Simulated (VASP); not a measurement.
A run of VASP 6.6.1 is set up as follows.

Contents of INCAR:

```
ALGO     = Normal         # electronic algorithm
DIPOL    = 0.5 0.5 0.500
EDIFF    = 1E-7           # SCF threshold, eV
ENCUT    = 520            # plane-wave cutoff, eV
GGA      = PE             # functional
IDIPOL   = 3            
ISIF     = 2              # what is computed and relaxed
ISMEAR   = -1             # smearing method
LASPH    = T              # aspherical terms in the spheres
LCHARG   = F              # write CHGCAR
LDIPOL   = T            
LREAL    = F              # projectors in reciprocal space
LWAVE    = F              # write WAVECAR
NBANDS   = 44             # bands
NELM     = 100            # most SCF steps
PREC     = Accurate       # precision mode
SIGMA    = 0.05           # smearing width, eV
```

File KPOINTS:

```
k-points
0
Gamma
  9 9 1
```

The input POSCAR:

```
Zr4C5
1.0
    3.3236988564      0.0000000000      0.0000000000
   -1.6618494282      2.8784076442      0.0000000000
    0.0000000000      0.0000000000     25.8551550092
C Zr
5 4
Direct
    0.6666666667      0.3333333333      0.2900775492
    0.3333333333      0.6666666667      0.3950387746
    0.0000000000      0.0000000000      0.5000000000
    0.6666666667      0.3333333333      0.6049612254
    0.3333333333      0.6666666667      0.7099224508
    0.0000000000      0.0000000000      0.3425581619
    0.6666666667      0.3333333333      0.4475193873
    0.3333333333      0.6666666667      0.5524806127
    0.0000000000      0.0000000000      0.6574418381
```

Potentials or basis: VASP PAW PBE potentials, release 64 (C, Zr_sv).

Launch:

```bash
$ cat potpaw_PBE.64/C/POTCAR potpaw_PBE.64/Zr_sv/POTCAR > POTCAR
$ mpirun -np 1 vasp_std > vasp.out
```

Problem. Estimate the largest force.

Solution. 1.251 eV/Å.

Problem. What does it give for the band gap on the k mesh?

Solution. None (metal or under the smearing width).

Forces in eV/Å, atoms in the order of the input:
```
C    0.000  0.000  1.251
C    0.000  0.000 -0.309
C    0.000  0.000  0.000
C    0.000  0.000  0.309
C    0.000  0.000 -1.251
Zr   0.000  0.000 -1.151
Zr   0.000  0.000  0.239
Zr   0.000  0.000 -0.239
Zr   0.000  0.000  1.151
```
